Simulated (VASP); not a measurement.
# HgSe (F-43m) in VASP: further runs, part 3 of 3

VASP 6.6.1.

**6. Relaxation of cell and atoms, HSE06**

This run uses another cell than the first one, of 29.01 Å³/atom, 0.943 times its volume.

Contents of POSCAR:

```
HgSe                                    
1.0
    0.0000000000      3.0728100868      3.0728100868
    3.0728100868     -0.0000000000      3.0728100868
    3.0728100868      3.0728100868     -0.0000000000
  Hg              Se            
     1     1
Direct
     0.0000000000000000    0.0000000000000000    0.0000000000000000
     0.2500000000000000    0.2500000000000000    0.2500000000000000
```

Contents of INCAR.step1:

```
ALGO     = Normal         # electronic algorithm
EDIFF    = 1E-5           # SCF threshold, eV
ENCUT    = 520            # plane-wave cutoff, eV
GGA      = PE             # functional
ISMEAR   = 0              # smearing method
KPAR     = 4            
LASPH    = T              # aspherical terms in the spheres
LCHARG   = F              # write CHGCAR
LREAL    = F              # projectors in reciprocal space
LWAVE    = T              # write WAVECAR
NELM     = 80             # most SCF steps
PREC     = Accurate       # precision mode
SIGMA    = 0.03           # smearing width, eV
```

Contents of INCAR.step2:

```
ALGO     = Normal         # electronic algorithm
EDIFF    = 1E-6           # SCF threshold, eV
EDIFFG   = -0.01          # ionic threshold
ENCUT    = 520            # plane-wave cutoff, eV
GGA      = PE             # functional
HFSCREEN = 0.2            # screening, 1/A
IBRION   = 2              # ionic algorithm
ISIF     = 3              # what is computed and relaxed
ISMEAR   = 0              # smearing method
ISTART   = 1            
KPAR     = 4            
LASPH    = T              # aspherical terms in the spheres
LCHARG   = F              # write CHGCAR
LHFCALC  = T              # exact exchange
LREAL    = F              # projectors in reciprocal space
LWAVE    = F              # write WAVECAR
NELM     = 80             # most SCF steps
NSW      = 25             # ionic steps
PREC     = Accurate       # precision mode
PRECFOCK = Fast         
SIGMA    = 0.03           # smearing width, eV
```

Contents of KPOINTS:

```
k-points
0
Gamma
  6 6 6
```

Potentials or basis: VASP PAW PBE potentials, release 64 (Hg, Se).

Started as:

```sh
$ cat potpaw_PBE.64/Hg/POTCAR potpaw_PBE.64/Se/POTCAR > POTCAR
$ cp INCAR.step1 INCAR
$ mpirun -np 4 vasp_std > vasp.out
$ cp INCAR.step2 INCAR
$ mpirun -np 4 vasp_std > vasp.out
```

OUTCAR:

```text
EDIFF = 1E-6
   EDIFFG = -0.01
   ENCUT = 520
   GGA = PE
   HFSCREEN = 0.2
   IBRION = 2
   ISIF = 3
   ISMEAR = 0
   ISTART = 1
   LASPH = T
   LHFCALC = T
   LREAL = F
   NELM = 80
   NSW = 25
   PREC = Accurate
   PRECFOCK = Fast

 ion  position               nearest neighbor table
   1  0.000  0.000  0.000-   2 2.66   2 2.66   2 2.66   2 2.66
   2  0.250  0.250  0.250-   1 2.66   1 2.66   1 2.66   1 2.66

  LATTYP: Found a face centered cubic cell.
 ALAT       =     6.1456201736

  Lattice vectors:

 A1 = (   0.0000000000,   3.0728100868,   3.0728100868)
 A2 = (   3.0728100868,   0.0000000000,   3.0728100868)
 A3 = (   3.0728100868,   3.0728100868,   0.0000000000)

Analysis of symmetry for initial positions (statically):
=====================================================================
 Subroutine PRICEL returns:
 Original cell was already a primitive cell.

 Routine SETGRP: Setting up the symmetry group for a
 face centered cubic supercell.

 Subroutine GETGRP returns: Found 24 space group operations
 (whereof 24 operations were pure point group operations)
 out of a pool of 48 trial point group operations.

The static configuration has the point symmetry T_d .

Analysis of symmetry for dynamics (positions and initial velocities):
=====================================================================
 Subroutine PRICEL returns:
 Original cell was already a primitive cell.

 Routine SETGRP: Setting up the symmetry group for a
 face centered cubic supercell.

 Subroutine GETGRP returns: Found 24 space group operations
 (whereof 24 operations were pure point group operations)
 out of a pool of 48 trial point group operations.

The dynamic configuration has the point symmetry T_d .

 Subroutine INISYM returns: Found 24 space group operations
[... 108 lines left out ...]
     AMIX_MAG =   1.60;   BMIX_MAG =  1.00
  volume/ion in A,a.u.               =      29.01       195.80
  Fermi-wavevector in a.u.,A,eV,Ry     =   1.108205  2.094203 16.709552  1.228117
  Thomas-Fermi vector in A             =   2.244729
   LORBIT       =      0    0 simple, 1 ext, 2 COOP (PROOUT), +10 PAW based schemes
   GGA     = PE    functional components
   LHFCALC =     T    Hartree Fock is set to
   PRECFOCK=fast      Normal, Fast or Accurate (Low or Medium for compatibility)
   ENCUT4O =  -1.0   cutoff for four orbital integrals eV
   NKREDX  =     1    reduce k-point grid by
   NKREDY  =     1    reduce k-point grid by
   NKREDZ  =     1    reduce k-point grid by
   AEXX    =    0.2500 exact exchange contribution
   HFSCREEN=    0.2000 screening length (either q_TF or 0.3 A-1)
   HFSCREENC=   0.2000 screening length for correlation (either q_TF or 0.3 A-1)
   ENCUTFOCK=  -1.0 apply spherical cutoff to Coloumb kernel
   IVDW    =     0    specifies the selected vdW correction
   LEPSILON=     F    determine dielectric tensor
   LRPA    =     F    only Hartree local field effects (RPA)
 conjugate gradient relaxation of ions
 non-spin polarized calculation
 Gauss-broadening in eV      SIGMA  =   0.03
  energy-cutoff  :      520.00
  volume of cell :       58.03
 maximum number of plane-waves:      1588
  NGX = 18; NGY = 18; NGZ = 18

--------------------------------------- Ionic step        1  -------------------------------------------

 number of electron      18.0000000 magnetization

 Free energy of the ion-electron system (eV)
  ---------------------------------------------------
  ext. energy  EPLUGINS =         0.00000000
  ---------------------------------------------------
  free energy    TOTEN  =        -5.29488535 eV

  energy without entropy =       -5.29467110  energy(sigma->0) =       -5.29477823

------------------------ aborting loop because EDIFF is reached ----------------------------------------

  FORCE on cell =-STRESS in cart. coord.  units (eV):
  Direction    XX          YY          ZZ          XY          YZ          ZX
  --------------------------------------------------------------------------------------
  -------------------------------------------------------------------------------------
  Total        0.3726355      0.3726355      0.3726355      0.0000000      0.0000000      0.0000000
  in kB       10.2886317     10.2886317     10.2886317      0.0000000      0.0000000      0.0000000
  external PRESSURE =      10.2886317 kB  Pullay stress =       0.0000000 kB
[... 59 lines left out ...]
--------------------------------------- Ionic step        3  -------------------------------------------

 number of electron      17.9999996 magnetization

 Free energy of the ion-electron system (eV)
  ---------------------------------------------------
  ext. energy  EPLUGINS =         0.00000000
  ---------------------------------------------------
  free energy    TOTEN  =        -5.29858316 eV

  energy without entropy =       -5.29836891  energy(sigma->0) =       -5.29847604

 E-fermi :   0.7314     XC(G=0):  -7.3227

 val. band max:        0.7223104165   @ k =   0.0000   0.0000   0.0000
 cond. band min:       2.1778715970   @ k =   0.1667   0.0000   0.0000
 fundamental gap:      1.4555611805
 Fermi energy:         0.7314458973

 k-point     1 :       0.0000    0.0000    0.0000
  band No.  band energies     occupation
      1     -13.5634      2.00000
      2      -7.1734      2.00000
      3      -7.1734      2.00000
      4      -7.1733      2.00000
      5      -6.5110      2.00000
      6      -6.5110      2.00000
      7       0.4827      2.00000
      8       0.7223      1.33341
      9       0.7223      1.33331
     10       0.7223      1.33328
     11       7.2216      0.00000
     12       7.2216      0.00000
     13       7.2216      0.00000
[... 267 lines left out ...]
  FREE ENERGIE OF THE ION-ELECTRON SYSTEM (eV)
  ---------------------------------------------------
  free  energy   TOTEN  =        -5.2985831635 eV

  energy  without entropy=       -5.2983689103  energy(sigma->0) =       -5.29847604

 reached required accuracy - stopping structural energy minimisation
```

OSZICAR.step1:

```text
N       E                     dE             d eps       ncg     rms          rms(c)
DAV:   1     0.116280455505E+03    0.11628E+03   -0.86804E+03   416   0.123E+03
DAV:   2     0.402379538847E+00   -0.11588E+03   -0.11037E+03   486   0.285E+02
DAV:   3    -0.433486360213E+01   -0.47372E+01   -0.47224E+01   491   0.592E+01
DAV:   4    -0.435774099970E+01   -0.22877E-01   -0.22876E-01   446   0.435E+00
DAV:   5    -0.435787654767E+01   -0.13555E-03   -0.13555E-03   506   0.307E-01    0.745E+00
DAV:   6    -0.406051748095E+01    0.29736E+00   -0.62272E-01   598   0.121E+01    0.585E+00
DAV:   7    -0.405048999942E+01    0.10027E-01   -0.13369E-01   441   0.303E+00    0.265E+00
DAV:   8    -0.404970134769E+01    0.78865E-03   -0.16546E-02   431   0.187E+00    0.215E-01
DAV:   9    -0.404951519483E+01    0.18615E-03   -0.23926E-03   481   0.784E-01    0.907E-02
DAV:  10    -0.404950832585E+01    0.68690E-05   -0.22448E-04   451   0.228E-01    0.325E-02
DAV:  11    -0.404952585633E+01   -0.17530E-04   -0.63161E-05   421   0.950E-02    0.146E-02
DAV:  12    -0.404952247102E+01    0.33853E-05   -0.16803E-05   228   0.668E-02
   1 F= -.40495225E+01 E0= -.40494153E+01  d E =-.214253E-03
```

Wall time 14 min (4 MPI ranks of Intel Xeon Platinum 8488C (Sapphire Rapids), shared host); peak memory 0.3 GiB.

What came out:

- Free energy: -5.2986 eV
- Relaxed volume: 29.60 Å³/atom
- Relaxed cell: a = 4.374 Å, b = 4.374 Å, c = 4.374 Å, α = 60.00°, β = 60.00°, γ = 60.00°
- Space group after relaxing (to 0.05 Å): F-43m (No. 216)
- Energy gained by relaxing: 1.8 meV/atom
- Ionic steps: 3
- Pressure after relaxing: 0.0 GPa
- Band gap on the k mesh: none (metal or under the smearing width)

Step by step:
| step | energy change (eV) | largest force (eV/Å) | pressure (GPa) | volume (Å³) |
| --- | --- | --- | --- | --- |
| 1 | 0.0000 | 0.0000 | 1.03 | 58.03 |
| 2 | -0.0032 | 0.0000 | -0.35 | 59.61 |
| 3 | -0.0037 | 0.0000 | 0.01 | 59.19 |

Final structure:
```
CELL_PARAMETERS angstrom
0.00000 3.09320 3.09320
3.09320 0.00000 3.09320
3.09320 3.09320 0.00000
ATOMIC_POSITIONS crystal
Hg 0.00000 0.00000 0.00000
Se 0.25000 0.25000 0.25000
```

Levels at points of the mesh, in eV from the Fermi level:
```csv
k point,band 7,band 8,band 9,band 10,band 11,band 12
"(0.00, 0.00, 0.00)",-0.25,-0.01,-0.01,-0.01,6.49,6.49
"(0.50, 0.00, 0.00)",-5.52,-0.97,-0.97,1.94,7.23,7.23
"(0.50, 0.50, 0.00)",-5.23,-2.27,-2.27,3.62,3.86,9.43
```

Caveat: the PAW data sets were made with another functional, which shifts forces and pressure a little. Zero-point motion and thermal expansion aren't in these numbers.

**7. Summary**

| level | k mesh | cutoff (eV) | grid for exact exchange (PRECFOCK) | screening parameter | gap on the mesh (eV) | pressure (GPa) | relaxed volume (Å³/atom) |
| --- | --- | --- | --- | --- | --- | --- | --- |
| PBE | 5 × 5 × 5 | 300 | - | - | none | 0.0 | 30.65 |
| PBE+D3(BJ) | 10 × 10 × 10 | 600 | - | - | none | 0.0 | - |
| PBEsol | 10 × 10 × 10 | 600 | - | - | none | 0.0 | 29.01 |
| HSE06 | 6 × 6 × 6 | 520 | Fast | 0.2 1/A | none | 0.0 | 29.60 |

Alike in all rows: task relaxation of cell and atoms; potentials or basis VASP PAW PBE potentials, release 64 (Hg, Se); no spin polarisation; cell relaxed; smearing gaussian 0.03 eV.

Caveats: the PAW data sets were made with another functional, which shifts forces and pressure a little (some runs); the relaxation stopped at its first step, so nothing moved (some runs); pairwise dispersion overbinds metals, which lowers pressure and volume (some runs).

Total energies depend on the potentials used, so only differences within one code and one set of settings carry meaning.
